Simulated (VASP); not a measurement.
# KI (Fm-3m) in VASP: further runs

One crystal, KI, is run at these levels: LDA, r2SCAN; tasks: band structure.

Everything below comes from runs of VASP 6.6.1. Logs are shortened: lines on timing, memory, paths and dates and some standing lists are left out, and cuts for length are marked.

### Step 1. The structure

The structure is cubic, space group Fm-3m (No. 225). Conventional cell: a = 7.066 Å, b = 7.066 Å, c = 7.066 Å, α = 90.00°, β = 90.00°, γ = 90.00°. I (site symmetry m-3m) has 6 K at 3.53 Å as nearest neighbours. Around K (site symmetry m-3m) lie 6 I at 3.53 Å.

### Step 2. Band structure, LDA, spin-orbit coupling, no magnetisation

INCAR

```
  PREC = Accurate
  ENCUT = 520
  EDIFF = 1E-7
  ISMEAR = 0
  SIGMA = 0.02
  LREAL = False
  LASPH = True
  NELM = 60
  ALGO = Fast
  ISIF = 2
  LWAVE = False
  LCHARG = False
  LNONCOLLINEAR = True
  MAGMOM = 0 0 0 0 0 0
  LORBIT = 11
  LSORBIT = True
  GGA_COMPAT = False
  GGA = CA
  KPAR = 2
```

KPOINTS

```
regular mesh
0
Gamma
  6 6 6
```

POSCAR

```
KI
1.0
    0.0000000000      3.5327750000      3.5327750000
    3.5327750000      0.0000000000      3.5327750000
    3.5327750000      3.5327750000      0.0000000000
I K
1 1
Direct
    0.5000000000      0.5000000000      0.5000000000
    0.0000000000      0.0000000000      0.0000000000
```

KPOINTS_OPT

```
path GXWKGLUWLK,UX
20
line-mode
reciprocal
 0.0000000000  0.0000000000  0.0000000000  G
 0.5000000000  0.0000000000  0.5000000000  X

 0.5000000000  0.0000000000  0.5000000000  X
 0.5000000000  0.2500000000  0.7500000000  W

 0.5000000000  0.2500000000  0.7500000000  W
 0.3750000000  0.3750000000  0.7500000000  K

 0.3750000000  0.3750000000  0.7500000000  K
 0.0000000000  0.0000000000  0.0000000000  G

 0.0000000000  0.0000000000  0.0000000000  G
 0.5000000000  0.5000000000  0.5000000000  L

 0.5000000000  0.5000000000  0.5000000000  L
 0.6250000000  0.2500000000  0.6250000000  U

 0.6250000000  0.2500000000  0.6250000000  U
 0.5000000000  0.2500000000  0.7500000000  W

 0.5000000000  0.2500000000  0.7500000000  W
 0.5000000000  0.5000000000  0.5000000000  L

 0.5000000000  0.5000000000  0.5000000000  L
 0.3750000000  0.3750000000  0.7500000000  K

 0.6250000000  0.2500000000  0.6250000000  U
 0.5000000000  0.0000000000  0.5000000000  X
```

Potentials or basis: VASP PAW LDA potentials, release 64 (I, K_sv).

Command:

```bash
$ cat potpaw_LDA.64/I/POTCAR potpaw_LDA.64/K_sv/POTCAR > POTCAR
$ mpirun -np 2 vasp_ncl > vasp.out
```

OUTCAR:

```text
PREC = Accurate
   ENCUT = 520
   EDIFF = 1E-7
   ISMEAR = 0
   LREAL = False
   LASPH = True
   NELM = 60
   ISIF = 2
   LNONCOLLINEAR = True
   LORBIT = 11
   LSORBIT = True
   GGA = CA

 ion  position               nearest neighbor table
   1  0.500  0.500  0.500-   2 3.53   2 3.53   2 3.53   2 3.53   2 3.53   2 3.53
   2  0.000  0.000  0.000-   1 3.53   1 3.53   1 3.53   1 3.53   1 3.53   1 3.53

  LATTYP: Found a face centered cubic cell.
 ALAT       =     7.0655500000

  Lattice vectors:

 A1 = (   0.0000000000,   3.5327750000,   3.5327750000)
 A2 = (   3.5327750000,   0.0000000000,   3.5327750000)
 A3 = (   3.5327750000,   3.5327750000,   0.0000000000)

Analysis of symmetry for initial positions (statically):
=====================================================================
 Subroutine PRICEL returns:
 Original cell was already a primitive cell.

 Routine SETGRP: Setting up the symmetry group for a
 face centered cubic supercell.

 Subroutine GETGRP returns: Found 48 space group operations
 (whereof 48 operations were pure point group operations)
 out of a pool of 48 trial point group operations.

The static configuration has the point symmetry O_h .

Analysis of symmetry for dynamics (positions and initial velocities):
=====================================================================
 Subroutine PRICEL returns:
 Original cell was already a primitive cell.

 Routine SETGRP: Setting up the symmetry group for a
 face centered cubic supercell.

 Subroutine GETGRP returns: Found 48 space group operations
 (whereof 48 operations were pure point group operations)
 out of a pool of 48 trial point group operations.

The dynamic configuration has the point symmetry O_h .

Analysis of structural, dynamic, and magnetic symmetry:
=====================================================================
 Subroutine PRICEL returns:
 Original cell was already a primitive cell.

 Routine SETGRP: Setting up the symmetry group for a
 face centered cubic supercell.

 Subroutine GETGRP returns: Found 48 space group operations
 (whereof 48 operations were pure point group operations)
 out of a pool of 48 trial point group operations.

The overall configuration has the point symmetry O_h .

 Subroutine INISYM returns: Found 48 space group operations
 (whereof 48 operations are pure point group operations),
 and found     1 'primitive' translations

----------------------------------------------------------------------------------------

                                     Primitive cell

  volume of cell :      88.1816

  direct lattice vectors                    reciprocal lattice vectors
     0.000000000  3.532775000  3.532775000    -0.141531799  0.141531799  0.141531799
     3.532775000  0.000000000  3.532775000     0.141531799 -0.141531799  0.141531799
     3.532775000  3.532775000  0.000000000     0.141531799  0.141531799 -0.141531799

  length of vectors
     4.996098318  4.996098318  4.996098318     0.245140266  0.245140266  0.245140266

  position of ions in fractional coordinates (direct lattice)
     0.500000000  0.500000000  0.500000000
     0.000000000  0.000000000  0.000000000

  ion indices of the primitive-cell ions
   primitive index   ion index
                 1           1
                 2           2

----------------------------------------------------------------------------------------

 KPOINTS: regular mesh

Automatic generation of k-mesh.
 Grid dimensions read from file:
 generate k-points for:    6    6    6

 Generating k-lattice:

  Cartesian coordinates                     Fractional coordinates (reciprocal lattice)
    -0.023588633  0.023588633  0.023588633     0.166666667  0.000000000  0.000000000
     0.023588633 -0.023588633  0.023588633     0.000000000  0.166666667  0.000000000
     0.023588633  0.023588633 -0.023588633     0.000000000  0.000000000  0.166666667

  Length of vectors
     0.040856711  0.040856711  0.040856711

  Shift w.r.t. Gamma in fractional coordinates (k-lattice)
     0.000000000  0.000000000  0.000000000

 Subroutine IBZKPT returns following result:
[... 39 lines left out ...]
   NELM   =     60;   NELMIN=  2; NELMDL= -5     # of ELM steps
   EDIFF  = 0.1E-06   stopping-criterion for ELM
   LREAL  =      F    real-space projection
   EDIFFG = 0.1E-05   stopping-criterion for IOM
   NSW    =      0    number of steps for IOM
   IBRION =     -1    ionic relax: 0-MD 1-quasi-New 2-CG
   NFREE  =      0    steps in history (QN), initial steepest desc. (CG)
   ISIF   =      2    stress and relaxation
   ISYM   =      2    0-nonsym 1-usesym 2-fastsym
   POTIM  = 0.5000    time-step for ionic-motion
   TEBEG  =    0.0;   TEEND  =   0.0 temperature during run
   PSTRESS=    0.0 pullay stress
   NELECT =      16.0000    total number of electrons
   NUPDOWN=      -1.0000    fix difference up-down
   EMIN   =  10.00;   EMAX   =-10.00  energy-range for DOS
   EFERMI =   0.00;   METHOD = LEGACY
   ISMEAR =     0;   SIGMA  =   0.02  broadening in eV -4-tet -1-fermi 0-gaus
   EFERMI_NEDOS =   21; number of points for ismear=-14 and -15
   IALGO  =     68    algorithm
   IMIX   =      4    mixing-type and parameters
     AMIX     =   0.40;   BMIX     =  1.00
     AMIX_MAG =   1.60;   BMIX_MAG =  1.00
  volume/ion in A,a.u.               =      44.09       297.54
  Fermi-wavevector in a.u.,A,eV,Ry     =   0.926806  1.751409 11.686988  0.858969
  Thomas-Fermi vector in A             =   2.052808
   LORBIT       =     11    0 simple, 1 ext, 2 COOP (PROOUT), +10 PAW based schemes
   GGA     = CA    functional components
   LHFCALC =     F    Hartree Fock is set to
   AEXX    =    0.0000 exact exchange contribution
   IVDW    =     0    specifies the selected vdW correction
   LEPSILON=     F    determine dielectric tensor
   LRPA    =     F    only Hartree local field effects (RPA)
 RMM-DIIS sequential band-by-band and
 Gauss-broadening in eV      SIGMA  =   0.02
  energy-cutoff  :      520.00
  volume of cell :       88.18
 maximum number of plane-waves:      4842
 NGX is ok and might be reduce to    40
   NGX = 19   NGY = 19   NGZ = 19

 number of electron      15.9999999 magnetization      -0.0000000     -0.0000000      0.0000000

 number of electron      15.9999999 magnetization      -0.0000000      0.0000000      0.0000000

 number of electron      15.9999999 magnetization      -0.0000000     -0.0000000     -0.0000000

 number of electron      15.9999999 magnetization       0.0000000      0.0000000      0.0000000

 Free energy of the ion-electron system (eV)
  ---------------------------------------------------
  ext. energy  EPLUGINS =         0.00000000
  ---------------------------------------------------
  free energy    TOTEN  =        -6.26260157 eV

  energy without entropy =       -6.26260157  energy(sigma->0) =       -6.26260157

 E-fermi :  -0.2109     XC(G=0):  -7.6263

 val. band max:       -0.3018917678   @ k =   0.0000   0.0000   0.0000
 cond. band min:       2.9895652514   @ k =   0.0000   0.0000   0.0000
 fundamental gap:      3.2914570192
 Fermi energy:        -0.2108652796

 k-point     1 :       0.0000    0.0000    0.0000
  band No.  band energies     occupation
      1     -28.7603      1.00000
      2     -28.7603      1.00000
      3     -12.6650      1.00000
      4     -12.6650      1.00000
      5     -12.3965      1.00000
      6     -12.3965      1.00000
[... 421 lines left out ...]
     23       7.4504      0.00000
     24       7.4606      0.00000

------------------------ aborting loop because EDIFF is reached ----------------------------------------

  FORCE on cell =-STRESS in cart. coord.  units (eV):
  Direction    XX          YY          ZZ          XY          YZ          ZX
  --------------------------------------------------------------------------------------
  -------------------------------------------------------------------------------------
  Total       -0.6926542     -0.6926542     -0.6926542      0.0000000      0.0000000     -0.0000000
  in kB      -12.5848815    -12.5848815    -12.5848815      0.0000000      0.0000000     -0.0000000
  external PRESSURE =     -12.5848815 kB  Pullay stress =       0.0000000 kB

 VOLUME and BASIS-vectors are now :
 -----------------------------------------------------------------------------
  energy-cutoff  :      520.00
  volume of cell :       88.18
      direct lattice vectors                 reciprocal lattice vectors
     0.000000000  3.532775000  3.532775000    -0.141531799  0.141531799  0.141531799
     3.532775000  0.000000000  3.532775000     0.141531799 -0.141531799  0.141531799
     3.532775000  3.532775000  0.000000000     0.141531799  0.141531799 -0.141531799

 POSITION                                       TOTAL-FORCE (eV/Angst)
 -----------------------------------------------------------------------------------
      3.53277      3.53277      3.53277         0.000000      0.000000     -0.000000
      0.00000      0.00000      0.00000         0.000000      0.000000      0.000000
 -----------------------------------------------------------------------------------
    total drift:                                0.000000     -0.000000     -0.000000

  FREE ENERGIE OF THE ION-ELECTRON SYSTEM (eV)
  ---------------------------------------------------
  free  energy   TOTEN  =        -6.2626015748 eV

  energy  without entropy=       -6.2626015748  energy(sigma->0) =       -6.26260157

 Spin-Orbit-Coupling matrix elements

 Ion:    1  E_soc:     -0.2614798
 l=   1
     0.0000000    -0.0435763    -0.0435763
    -0.0435763     0.0000000    -0.0435763
    -0.0435763    -0.0435763     0.0000000
 l=   2
     0.0000000    -0.0000010     0.0000000    -0.0000010    -0.0000027
    -0.0000010     0.0000000    -0.0000020    -0.0000010    -0.0000007
     0.0000000    -0.0000020     0.0000000    -0.0000020     0.0000000
    -0.0000010    -0.0000010    -0.0000020     0.0000000    -0.0000007
    -0.0000027    -0.0000007     0.0000000    -0.0000007     0.0000000
 l=   3
     0.0000000     0.0000000     0.0000000     0.0000000     0.0000000     0.0000000     0.0000000
     0.0000000     0.0000000     0.0000000     0.0000000     0.0000000     0.0000000     0.0000000
     0.0000000     0.0000000     0.0000000     0.0000000     0.0000000     0.0000000     0.0000000
     0.0000000     0.0000000     0.0000000     0.0000000     0.0000000     0.0000000     0.0000000
     0.0000000     0.0000000     0.0000000     0.0000000     0.0000000     0.0000000     0.0000000
     0.0000000     0.0000000     0.0000000     0.0000000     0.0000000     0.0000000     0.0000000
     0.0000000     0.0000000     0.0000000     0.0000000     0.0000000     0.0000000     0.0000000

 Ion:    2  E_soc:     -0.0089956
 l=   1
     0.0000000    -0.0014969    -0.0014969
    -0.0014969     0.0000000    -0.0014969
    -0.0014969    -0.0014969     0.0000000
 l=   2
     0.0000000     0.0000003     0.0000000     0.0000003    -0.0000026
     0.0000003     0.0000000    -0.0000020     0.0000003    -0.0000007
     0.0000000    -0.0000020     0.0000000    -0.0000020     0.0000000
     0.0000003     0.0000003    -0.0000020     0.0000000    -0.0000007
    -0.0000026    -0.0000007     0.0000000    -0.0000007     0.0000000
 l=   3
     0.0000000     0.0000000     0.0000000     0.0000000     0.0000000     0.0000000     0.0000000
     0.0000000     0.0000000     0.0000000     0.0000000     0.0000000     0.0000000     0.0000000
     0.0000000     0.0000000     0.0000000     0.0000000     0.0000000     0.0000000     0.0000000
     0.0000000     0.0000000     0.0000000     0.0000000     0.0000000     0.0000000     0.0000000
     0.0000000     0.0000000     0.0000000     0.0000000     0.0000000     0.0000000     0.0000000
     0.0000000     0.0000000     0.0000000     0.0000000     0.0000000     0.0000000     0.0000000
     0.0000000     0.0000000     0.0000000     0.0000000     0.0000000     0.0000000     0.0000000

 total charge

# of ion       s       p       d       tot
------------------------------------------
    1        1.498   2.837   0.001   4.336
    2        1.956   5.558   0.024   7.539
--------------------------------------------------
tot          3.454   8.395   0.025  11.875

 magnetization (x)

# of ion       s       p       d       tot
------------------------------------------
    1        0.000   0.000   0.000   0.000
    2        0.000   0.000   0.000   0.000
--------------------------------------------------
tot          0.000   0.000   0.000   0.000

 magnetization (y)

# of ion       s       p       d       tot
------------------------------------------
    1        0.000  -0.000   0.000   0.000
    2        0.000   0.000  -0.000   0.000
--------------------------------------------------
tot          0.000  -0.000  -0.000   0.000

 magnetization (z)

# of ion       s       p       d       tot
------------------------------------------
    1        0.000  -0.000   0.000  -0.000
    2        0.000  -0.000   0.000  -0.000
--------------------------------------------------
tot          0.000  -0.000   0.000  -0.000
```

Wall time 7 min (2 MPI ranks of AMD EPYC 7R13 (Zen 3), shared host); peak memory 0.38 GiB.

What came out:

| Item | Value |
| --- | --- |
| Free energy | -6.2626 eV |
| Pressure | -1.3 GPa |
| Valence electrons inside the program's atomic spheres | I 4.34; K 7.54 |

[end of part 1 of 2]
